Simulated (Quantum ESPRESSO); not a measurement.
TiAl: Wannier functions under several settings

```xyz
2
Lattice="3.1791 0.0000 0.0000 0.0000 3.1791 0.0000 0.0000 0.0000 3.1791" Properties=species:S:1:pos:R:3 pbc="T T T"
Ti    0.0000    0.0000    0.0000
Al    1.5895    1.5895    1.5895
```

The cell comes from a database or a generator and needn't be the stable form of this composition.

All runs used Quantum ESPRESSO 7.5; potentials GBRV 1.5 PBEsol; k mesh 6 × 6 × 6; given cell; no spin polarisation; cutoff 612 eV; occupations fermi-dirac, width 0.05 eV.

```csv
level,start,Wannier mesh,spread a function (Å²),RMS miss of the bands (meV)
PBEsol,atomic projections with disentanglement,5 × 5 × 5,?,?
PBEsol,"atomic projections with disentanglement, not minimised",5 × 5 × 5,1.68,55
PBEsol,SCDM with an erfc weight,5 × 5 × 5,3.01,76
```

Problem. What stands in the row left open?

Solution. Spread a function 1.30 Å²; RMS miss of the bands 28 meV.

Caveats: the Wannier minimisation didn't converge (some runs).

For the row left open. Caveat: the k mesh is coarse; the Wannier minimisation didn't converge.
